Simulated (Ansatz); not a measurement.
# Relaxation of Ir3O4

Wanted: the geometry at rest of Ir3O4 (a structure type of another compound, with these elements put in), relaxing the atoms in a fixed cell, and its electronic structure there.

Program: Ansatz 0.2.0. Level of theory: DFT, r2SCAN, no spin polarisation, plane waves, PAW. These are calculated values, not measurements.

## 1. Geometry

The structure is cubic, space group Fd-3m (No. 227). The conventional cell has a = 8.465 Å, b = 8.465 Å, c = 8.465 Å, α = 90.00°, β = 90.00°, γ = 90.00°. Around Ir (site symmetry -43m) lie 4 O at 1.97 Å. Ir (site symmetry -3m) has 6 O at 2.04 Å as nearest neighbours. O (site symmetry 3m) has 4 Ir at 1.97 to 2.04 Å as nearest neighbours.

Symmetry-reduced, conventional setting; the input below types the cell that was run:

```cif
data_structure
_symmetry_space_group_name_H-M 'Fd-3m:1'
_symmetry_Int_Tables_number 227
_cell_length_a 8.4647
_cell_length_b 8.4647
_cell_length_c 8.4647
_cell_angle_alpha 90.000
_cell_angle_beta 90.000
_cell_angle_gamma 90.000
_cell_volume 606.50
loop_
_atom_site_label
_atom_site_type_symbol
_atom_site_symmetry_multiplicity
_atom_site_Wyckoff_symbol
_atom_site_fract_x
_atom_site_fract_y
_atom_site_fract_z
_atom_site_occupancy
Ir1 Ir 8 b 0.75000 0.75000 0.75000 1
Ir2 Ir 16 c 0.12500 0.12500 0.12500 1
O1 O 32 e 0.88410 0.88410 0.88410 1
```

It starts from an earlier solution of the starting cell (checkpoint.read).

## 2. The walk to rest

input.yaml reads:

```yaml
crystal:
  lattice:
    - [0.0, 4.232327, 4.232327]
    - [4.232327, 0.0, 4.232327]
    - [4.232327, 4.232327, 0.0]
  atoms:
    - { symbol: Ir, position: [0.125, 0.125, 0.125] }
    - { symbol: Ir, position: [0.875, 0.875, 0.875] }
    - { symbol: Ir, position: [0.5, 0.5, 0.5] }
    - { symbol: Ir, position: [0.0, 0.5, 0.5] }
    - { symbol: Ir, position: [0.5, 0.5, 0.0] }
    - { symbol: Ir, position: [0.5, 0.0, 0.5] }
    - { symbol: O, position: [0.2591, 0.2591, 0.2591] }
    - { symbol: O, position: [0.2773, 0.7409, 0.7409] }
    - { symbol: O, position: [0.2591, 0.2591, 0.7227] }
    - { symbol: O, position: [0.7409, 0.2773, 0.7409] }
    - { symbol: O, position: [0.7227, 0.2591, 0.2591] }
    - { symbol: O, position: [0.7409, 0.7409, 0.7409] }
    - { symbol: O, position: [0.2591, 0.7227, 0.2591] }
    - { symbol: O, position: [0.7409, 0.7409, 0.2773] }
  symmetry: { tolerance: 0.0003 }
kpoints:
  mp_grid: { grid: [7, 7, 7], shift: [0, 0, 0] }
magnetization:
  spin_polarized: false
scf:
  occupations: { method: fermi_dirac, width: 0.0515 }
  lower_state_search: "off"
hamiltonian:
  pseudopotentials: { kind: paw }
  xc: r2scan
basis:
  ecutwfc: 500
  fft_grid_basis: typed
relax:
  max_steps: 80
  f_tol: 0.03
output:
  forces: true
  stress: true
  eigenvalues: true
  bader: true
  populations: true
  elf: true
  write_potential: true
  volumetric_format: npy
  dos:
    e_range: [-12, 8]
    de: 0.05
    projected: { site_lists: { Ir: [Ir], O: [O] } }
checkpoint:
  read: saved_state
```

Launch:

```
$ ansatz run input.yaml --threads 2 --pin off --max-ram 3584MiB --backend cpu --events-out ev --progress --plain --runs-dir out
```

Log, shortened:

```text
Warning: output.stress: scf.convergence.dr2_threshold = 1e-7 eV (the SCF's general default) is looser than the 1.4e-9 eV advised for a printed stress (1e-10 eV for each atom of the cell: 14). What an SCF threshold leaves in a stress goes as its square root, and in the free energy as the [...]
Warning: RAYON_NUM_THREADS=2 ignored (pool sized by the plan → 2); use --threads N
[...]
Pseudopotentials: kind: paw
Pseudopotential: Ir, paw, valence charge 17, recommended cutoff 500 eV (meta_gga), Ir.paw.azcp
Pseudopotential: O, paw, valence charge 6, recommended cutoff 500 eV (meta_gga), O.paw.azcp
Functional definition: r2SCAN
[...]
Crystal: 14 atoms, lattice volume = 151.624 Å³
Basis set: ecut = 500 eV, 3839 PW (Γ), exchange–correlation on 180×180×180 points (64 copies of the dense FFT grid, shifted against one another)
Bands: 90, of which v1, the nominal top of the filled ones, is band 75 counted from 1 (74 counted from 0)
Symmetry: 48 space group operations
Space group: Fd-3m (ITA 227), of the structure as read, at distance tolerance 1.6e-3 Å
k-points: 20 of 343
[...]
SCF iter   1: F=-76219.751311 eV  HF=-76219.736009 eV  |F-HF|=1.53e-2  |Δ(HF+E_count)|=         —  Δρ=2.90e-3  dr2=1.08e-3  dr2_τ=3.56e-3  ethr=7.63e-7  ⟨swp⟩=3.0  Hψ=11085  notcnv=0
[...]
relax step   1: F+E_penalty+E_count = -76219.75236440 eV  Δ(F+E_penalty+E_count) = +0.000e0 eV  max|allowed force component| = 1.035e0 eV/Å  Δτ_max = 0.0000 Å  (6 SCF iters, accepted)
[...]
relax step   2: F+E_penalty+E_count = -76220.18275005 eV  Δ(F+E_penalty+E_count) = -4.304e-1 eV  max|allowed force component| = 4.784e-1 eV/Å  Δτ_max = 0.0411 Å  (7 SCF iters, dr2 threshold 6.69e-5 eV, accepted)
[...]
relax step   3: F+E_penalty+E_count = -76220.30220002 eV  Δ(F+E_penalty+E_count) = -1.194e-1 eV  max|allowed force component| = 3.809e-3 eV/Å  Δτ_max = 0.0358 Å  (7 SCF iters, dr2 threshold 1.43e-5 eV, accepted)
[...]
SCF iter   3: F=-76220.302200 eV  HF=-76220.302200 eV  |F-HF|=2.58e-8  |Δ(HF+E_count)|=   2.17e-7  Δρ=8.73e-6  dr2=1.54e-7  dr2_τ=2.93e-8  ethr=2.96e-10  ⟨swp⟩=2.1  Hψ=2289  notcnv=0
```

## 3. More of the same log

Output, continued, shortened:

```text
SCF iter   4: F=-76220.302200 eV  HF=-76220.302200 eV  |F-HF|=7.32e-9  |Δ(HF+E_count)|=   3.13e-8  Δρ=1.91e-6  dr2=1.15e-8  dr2_τ=7.44e-10  ethr=6.67e-11  ⟨swp⟩=8.8  Hψ=10463  notcnv=0
[...]
relax step   4: F+E_penalty+E_count = -76220.30220022 eV  Δ(F+E_penalty+E_count) = -1.954e-7 eV  max|allowed force component| = 3.773e-3 eV/Å  Δτ_max = 0.0000 Å  (4 SCF iters, accepted)
[...]
SCF iter   2: F=-76220.302200 eV  HF=-76220.302200 eV  |F-HF|=5.68e-10  |Δ(HF+E_count)|=  2.33e-10  Δρ=1.22e-6  dr2=2.80e-9  dr2_τ=3.49e-10  ethr=7.65e-12  ⟨swp⟩=6.3  Hψ=8443  notcnv=0
[...]
SCF converged after 2 iterations
Free energy (F): -76220.302200 eV
[...]
E sigma→0 (E₀):  -76220.264035 eV
Entropy (-TS):   -0.076330 eV (-5.452 meV/atom)
Fermi energy:    17.609496 eV
[...]
--- Forces (eV/Å), atoms counted from 1 ---
  atom   1  Ir     0.00000000    -0.00000000     0.00000000
[...]
  site symbol       q [e]
     0     Ir     16.1992
     1     Ir     16.1992
     2     Ir     15.8520
     3     Ir     15.8520
     4     Ir     15.8520
     5     Ir     15.8520
     6      O      6.6726
     7      O      6.6726
     8      O      6.6726
     9      O      6.6726
    10      O      6.6726
    11      O      6.6726
    12      O      6.6726
    13      O      6.6726
  spilling = 0.005417 (of n_electrons = 150.000000)
--- Bader charges: 14 sites ---
  site symbol  charge [e]  shift [e]
     0     Ir      0.8721     0.0030
     1     Ir      0.8721     0.0030
     2     Ir      1.4994     0.0008
     3     Ir      1.4994     0.0008
     4     Ir      1.4994     0.0008
     5     Ir      1.4994     0.0008
     6      O     -0.9677     0.0011
     7      O     -0.9677     0.0011
     8      O     -0.9677     0.0011
     9      O     -0.9677     0.0011
    10      O     -0.9677     0.0011
    11      O     -0.9677     0.0011
    12      O     -0.9677     0.0011
    13      O     -0.9677     0.0011
  estimated error of the sums over rays = 5.8e-4 e
```

Wall time 2.3 min (2 threads of an Arm CPU, shared host); peak memory 1.1 GiB.

Step by step:

```
step  energy from step 1 (eV/cell)  largest force component (eV/Å)
   1                        0.0000                          1.0349
   2                       -0.4304                          0.4784
   3                       -0.5498                          0.0038
   4                       -0.5498                          0.0038
```

Step 1 is the start. Step 4 solves the same geometry again.

The largest move, 0.08 Å, is shared by several atoms, O8 among them.

## 4. States by energy

States per cell by energy window, from dos.tsv and pdos.tsv (tetrahedra; eV from the Fermi level):

```
from    to  total  Ir d   O p
-4.5  -4.0   0.01  0.01  0.00
-4.0  -3.5   0.37  0.32  0.04
-3.5  -3.0   1.36  1.17  0.17
-3.0  -2.5   4.32  3.79  0.42
-2.5  -2.0   6.35  5.73  0.47
-2.0  -1.5   6.50  5.88  0.47
-1.5  -1.0   9.23  8.05  0.86
-1.0  -0.5   4.94  3.96  0.81
-0.5   0.0   4.90  3.32  1.10
 0.0   0.5   1.82  1.20  0.40
 0.5   1.0   4.26  3.12  0.80
 1.0   1.5   0.16  0.03  0.02
 1.5   2.0   0.32  0.06  0.04
 2.0   2.5   2.44  1.20  0.42
 2.5   3.0   4.10  2.39  1.04
 3.0   3.5   8.62  5.22  2.87
```

## 5. How the electrons are shared

Gathered by element (positive charge: electrons given up): Löwdin charges also hold the electrons that the projection spills.

```
element  atoms  Bader charge (e)  Bader volume (Å³)  Löwdin charge (e)
     Ir      6    +0.87 to +1.50       11.9 to 18.5     +0.80 to +1.15
      O      8             -0.97                8.4              -0.67
```

Löwdin charges rest on a small set of atomic orbitals that misses 0.5 % of the electrons, so they need not add up to the cell's charge and can differ from Bader's even in sign.

## 6. Fields in real space

Maps in the plane spanned by b and c at height 0.264 along a (axes of the input's cell), one cell: b runs left to right (18 points from zero), c bottom to top (18 points), 60° apart. Near the nuclei they are pseudo-fields.

Valence density. Ten steps from '0' (0.06 e/Å³) to '9' (7.19 e/Å³), finer at the low end (step k begins (100^(k/10) - 1)/99 of the way up):
```
245543100123321001
124443100024553100
024665310035786310
125798531125899631
224799852224799852
333589964333578753
333457764333345543
233334543333322322
123333333233321001
123443232334421000
024665333346653100
125798632357985311
334799853347998533
544589964335899644
675457764334577645
787544543333345445
688743222233322224
467653101123321012
```

ELF. Ten even steps from '0' (0.03) to '9' (0.81):
```
232233100012210001
012321000037984000
027997300048999500
028989930028958940
116954981116975981
222995893222799992
242289994242268872
143115762134212431
112100111012210000
013431111124310000
027997211169983000
128989821179899301
316953971059549713
642895893018958923
663289994112999932
566326873232268722
666641221144212213
565663100112210002
```

Atoms within 0.2 Å of the plane, in fractions of b and c: O at (0.26, 0.26), O at (0.74, 0.74), O at (0.26, 0.71), O at (0.71, 0.26).

Along short contacts, where the density is least:

```
contact  length (Å)  minimum at (fraction)  density (e/Å³)   ELF
 Ir3–O8       2.002                   0.53           0.838  0.22
```

## 7. Outcome

```
                                                 quantity                         value
                                                    moves                             2
                                            energy gained                 39.3 meV/atom
                                             largest move                    0.08 Å (O)
                     space group (0.01 Å), before / after                 Fd-3m / Fd-3m
                          pressure left in the fixed cell                      26.7 GPa
                                                character                         metal
density of states, mean within 0.25 eV of the Fermi level           7.4 per eV per cell
                                            Bader charges  Ir +0.87 to +1.50, O -0.97 e
```

In the fixed cell the largest move of an atom is 0.08 Å; the energy fell by 39.3 meV per atom. The fixed cell still holds a mean pressure of 26.7 GPa, so it would expand if let free. With 48 symmetry operations imposed, the end may be a saddle point towards distortions that break them. Bands cross the Fermi level: a metal; within 0.25 eV of the Fermi level the density of states averages 7.4 per eV per cell, mostly Ir d (66 %) and O p (23 %). By Bader's partition Ir gives up most (+1.29 e) and O takes most (-0.97 e).

Caveats: the SCF threshold is loose for a stress.
